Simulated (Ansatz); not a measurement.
# W: strong compression

How does W (sc type) answer strong compression, and how long do frozen cores keep up with all electrons? Methods of the runs shown: LAPW, crystal datasets and norm-conserving. Companion runs by PAW are cited. Its runs: the reference run (LAPW); volume scaled by 1 (crystal datasets and norm-conserving); volume scaled by 0.92 (LAPW, crystal datasets and norm-conserving); volume scaled by 0.84 (LAPW and crystal datasets); volume scaled by 0.76 (LAPW); volume scaled by 0.68 (LAPW); volume scaled by 0.6 (LAPW); volume scaled by 0.52 (LAPW and norm-conserving); volume scaled by 0.45 (LAPW, crystal datasets and norm-conserving).

This is W in the simple cubic structure; at room conditions it is bcc.

Computed with Ansatz 0.2.0 (DFT PBE, with the methods named in each step, unless a step's input says otherwise).

### 1 The structure to begin with

Symmetry: Pm-3m, No. 221, cubic system. Conventional cell: a = 2.638 Å, b = 2.638 Å, c = 2.638 Å, α = 90.00°, β = 90.00°, γ = 90.00°. W (site symmetry m-3m) has 6 W at 2.64 Å as nearest neighbours.

Coordinates:

```xyz
1
Lattice="2.6376 0.0000 0.0000 0.0000 2.6376 0.0000 0.0000 0.0000 2.6376" Properties=species:S:1:pos:R:3 pbc="T T T"
W     0.0000    0.0000    0.0000
```

Whether this phase is the stable one at these pressures isn't tested.

### 2 The reference volume, LAPW

The input, input.yaml:

```yaml
crystal:
  lattice:
    - [2.637637229, 0.0, 0.0]
    - [0.0, 2.637637229, 0.0]
    - [0.0, 0.0, 2.637637229]
  atoms:
    - { symbol: W, position: [0.0, 0.0, 0.0] }
kpoints:
  mp_grid: { grid: [16, 16, 16] }
  band_path:
    path:
      - [0.0, 0.0, 0.0]
      - [0.0, 0.5, 0.0]
      - [0.5, 0.5, 0.0]
      - [0.0, 0.0, 0.0]
      - [0.5, 0.5, 0.5]
      - [0.0, 0.5, 0.0]
      - [0.5, 0.5, 0.5]
      - [0.5, 0.5, 0.0]
    npoints: 14
scf:
  occupations: { method: fermi_dirac, width: 0.1 }
hamiltonian:
  xc: pbe
  pseudopotentials: { kind: all_electron, lapw: { basis_error: 0.001 } }
output:
  forces: true
  stress: true
  eigenvalues: true
  populations: true
  dos: { projected: true, de: 0.2, e_range: [-14, 8] }
```

Started as:

```console
> ansatz run input.yaml --threads 1 --pin off --max-ram 2048MiB --backend cpu --events-out ev --progress --plain --runs-dir out
```

### 3 Volume scaled by 1, crystal datasets

The input, input.yaml:

```yaml
crystal:
  lattice:
    - [2.637637229, 0.0, 0.0]
    - [0.0, 2.637637229, 0.0]
    - [0.0, 0.0, 2.637637229]
  atoms:
    - { symbol: W, position: [0.0, 0.0, 0.0] }
kpoints:
  mp_grid: { grid: [16, 16, 16] }
scf:
  occupations: { method: fermi_dirac, width: 0.1 }
hamiltonian:
  xc: pbe
  pseudopotentials: { kind: all_electron, datasets: crystal }
output:
  forces: true
  stress: true
  eigenvalues: true
```

### 4 Volume scaled by 1, norm-conserving

input.yaml, as its differences from that of step 3:

```diff
@@ -13,3 +13,3 @@
   xc: pbe
-  pseudopotentials: { kind: all_electron, datasets: crystal }
+  pseudopotentials: { kind: nc }
 output:
```

### 5 Volume scaled by 0.92, LAPW

The input, input.yaml:

```yaml
crystal:
  lattice:
    - [2.5653364965, 0.0, 0.0]
    - [0.0, 2.5653364965, 0.0]
    - [0.0, 0.0, 2.5653364965]
  atoms:
    - { symbol: W, position: [0.0, 0.0, 0.0] }
kpoints:
  mp_grid: { grid: [16, 16, 16] }
scf:
  occupations: { method: fermi_dirac, width: 0.1 }
hamiltonian:
  xc: pbe
  pseudopotentials: { kind: all_electron, lapw: { basis_error: 0.001 } }
output:
  forces: true
  stress: true
  eigenvalues: true
  populations: true
```

### 6 Volume scaled by 0.92, crystal datasets

input.yaml, as its differences from that of step 5:

```diff
@@ -13,3 +13,3 @@
   xc: pbe
-  pseudopotentials: { kind: all_electron, lapw: { basis_error: 0.001 } }
+  pseudopotentials: { kind: all_electron, datasets: crystal }
 output:
@@ -18,2 +18 @@
   eigenvalues: true
-  populations: true
```

### 7 Volume scaled by 0.92, norm-conserving

input.yaml, as its differences from that of step 6:

```diff
@@ -13,3 +13,3 @@
   xc: pbe
-  pseudopotentials: { kind: all_electron, datasets: crystal }
+  pseudopotentials: { kind: nc }
 output:
```

### 8 Volume scaled by 0.84, LAPW

The input, input.yaml:

```yaml
crystal:
  lattice:
    - [2.4887130555, 0.0, 0.0]
    - [0.0, 2.4887130555, 0.0]
    - [0.0, 0.0, 2.4887130555]
  atoms:
    - { symbol: W, position: [0.0, 0.0, 0.0] }
kpoints:
  mp_grid: { grid: [16, 16, 16] }
scf:
  occupations: { method: fermi_dirac, width: 0.1 }
hamiltonian:
  xc: pbe
  pseudopotentials: { kind: all_electron, lapw: { basis_error: 0.001 } }
output:
  forces: true
  stress: true
  eigenvalues: true
  populations: true
```

### 9 Volume scaled by 0.84, crystal datasets

input.yaml, as its differences from that of step 8:

```diff
@@ -13,3 +13,3 @@
   xc: pbe
-  pseudopotentials: { kind: all_electron, lapw: { basis_error: 0.001 } }
+  pseudopotentials: { kind: all_electron, datasets: crystal }
 output:
@@ -18,2 +18 @@
   eigenvalues: true
-  populations: true
```

### 10 Volume scaled by 0.76, LAPW

The input, input.yaml:

```yaml
crystal:
  lattice:
    - [2.4070563727, 0.0, 0.0]
    - [0.0, 2.4070563727, 0.0]
    - [0.0, 0.0, 2.4070563727]
  atoms:
    - { symbol: W, position: [0.0, 0.0, 0.0] }
kpoints:
  mp_grid: { grid: [16, 16, 16] }
scf:
  occupations: { method: fermi_dirac, width: 0.1 }
hamiltonian:
  xc: pbe
  pseudopotentials: { kind: all_electron, lapw: { basis_error: 0.001 } }
output:
  forces: true
  stress: true
  eigenvalues: true
  populations: true
```

### 11 Volume scaled by 0.68, LAPW

input.yaml, as its differences from that of step 10:

```diff
@@ -2,5 +2,5 @@
   lattice:
-    - [2.4070563727, 0.0, 0.0]
-    - [0.0, 2.4070563727, 0.0]
-    - [0.0, 0.0, 2.4070563727]
+    - [2.3194483266, 0.0, 0.0]
+    - [0.0, 2.3194483266, 0.0]
+    - [0.0, 0.0, 2.3194483266]
   atoms:
```

### 12 Volume scaled by 0.6, LAPW

input.yaml, as its differences from that of step 11:

```diff
@@ -2,5 +2,5 @@
   lattice:
-    - [2.3194483266, 0.0, 0.0]
-    - [0.0, 2.3194483266, 0.0]
-    - [0.0, 0.0, 2.3194483266]
+    - [2.2246693982, 0.0, 0.0]
+    - [0.0, 2.2246693982, 0.0]
+    - [0.0, 0.0, 2.2246693982]
   atoms:
```

### 13 Volume scaled by 0.52, LAPW

input.yaml, as its differences from that of step 12:

```diff
@@ -2,5 +2,5 @@
   lattice:
-    - [2.2246693982, 0.0, 0.0]
-    - [0.0, 2.2246693982, 0.0]
-    - [0.0, 0.0, 2.2246693982]
+    - [2.1210431897, 0.0, 0.0]
+    - [0.0, 2.1210431897, 0.0]
+    - [0.0, 0.0, 2.1210431897]
   atoms:
```

### 14 Volume scaled by 0.52, norm-conserving

input.yaml, as its differences from that of step 13:

```diff
@@ -13,3 +13,3 @@
   xc: pbe
-  pseudopotentials: { kind: all_electron, lapw: { basis_error: 0.001 } }
+  pseudopotentials: { kind: nc }
 output:
@@ -18,2 +18 @@
   eigenvalues: true
-  populations: true
```

### 15 Volume scaled by 0.45, LAPW

The input, input.yaml:

```yaml
crystal:
  lattice:
    - [2.0212462878, 0.0, 0.0]
    - [0.0, 2.0212462878, 0.0]
    - [0.0, 0.0, 2.0212462878]
  atoms:
    - { symbol: W, position: [0.0, 0.0, 0.0] }
kpoints:
  mp_grid: { grid: [16, 16, 16] }
  band_path:
    path:
      - [0.0, 0.0, 0.0]
      - [0.0, 0.5, 0.0]
      - [0.5, 0.5, 0.0]
      - [0.0, 0.0, 0.0]
      - [0.5, 0.5, 0.5]
      - [0.0, 0.5, 0.0]
      - [0.5, 0.5, 0.5]
      - [0.5, 0.5, 0.0]
    npoints: 8
scf:
  occupations: { method: fermi_dirac, width: 0.1 }
hamiltonian:
  xc: pbe
  pseudopotentials: { kind: all_electron, lapw: { basis_error: 0.001 } }
output:
  forces: true
  stress: true
  eigenvalues: true
  populations: true
  dos: { projected: true, de: 0.2, e_range: [-14, 8] }
```

### 16 Volume scaled by 0.45, crystal datasets

The input, input.yaml:

```yaml
crystal:
  lattice:
    - [2.0212462878, 0.0, 0.0]
    - [0.0, 2.0212462878, 0.0]
    - [0.0, 0.0, 2.0212462878]
  atoms:
    - { symbol: W, position: [0.0, 0.0, 0.0] }
kpoints:
  mp_grid: { grid: [16, 16, 16] }
scf:
  occupations: { method: fermi_dirac, width: 0.1 }
hamiltonian:
  xc: pbe
  pseudopotentials: { kind: all_electron, datasets: crystal }
output:
  forces: true
  stress: true
  eigenvalues: true
```

### 17 Volume scaled by 0.45, norm-conserving

input.yaml, as its differences from that of step 16:

```diff
@@ -13,3 +13,3 @@
   xc: pbe
-  pseudopotentials: { kind: all_electron, datasets: crystal }
+  pseudopotentials: { kind: nc }
 output:
```

(Steps that only read results are left out.)

Q: Predict the outcome of this session. Wanted: LAPW pressure at 0.45 of the volume; PAW pressure at 0.45 of the volume; PAW; crystal datasets pressure at 0.45 of the volume; norm-conserving pressure at 0.45 of the volume; fitted bulk modulus at zero pressure.

**Answer**, as computed:

| quantity | value |
| --- | --- |
| LAPW pressure at 0.45 of the volume | 877.2 GPa |
| PAW pressure at 0.45 of the volume | 879.2 GPa |
| PAW (partial_waves polarizable) pressure at 0.45 of the volume | 879.1 GPa |
| crystal datasets pressure at 0.45 of the volume | 877.2 GPa |
| norm-conserving pressure at 0.45 of the volume | 887.8 GPa |
| fitted bulk modulus at zero pressure (LAPW) | 216 GPa |
| its pressure derivative | 4.01 |

**Reading.** At 0.45 of the starting volume LAPW gives 877 GPa. A third-order Birch-Murnaghan curve fits the range only roughly (B₀ = 216 GPa, B′ = 4.01, misfit at most 7.91 GPa). A fit over so wide a range leans to the high pressures, so B₀ can be off by several per cent. Where LAPW's pressure is over 3 GPa, PAW's departs from it by at most 0.5 %, at 0.6 of the volume. The ions are at rest, and the electrons smeared by 0.1 eV. Spin-orbit coupling is left out, though the cell holds W; in elements this heavy it can shift bands and gaps by tenths of an eV.
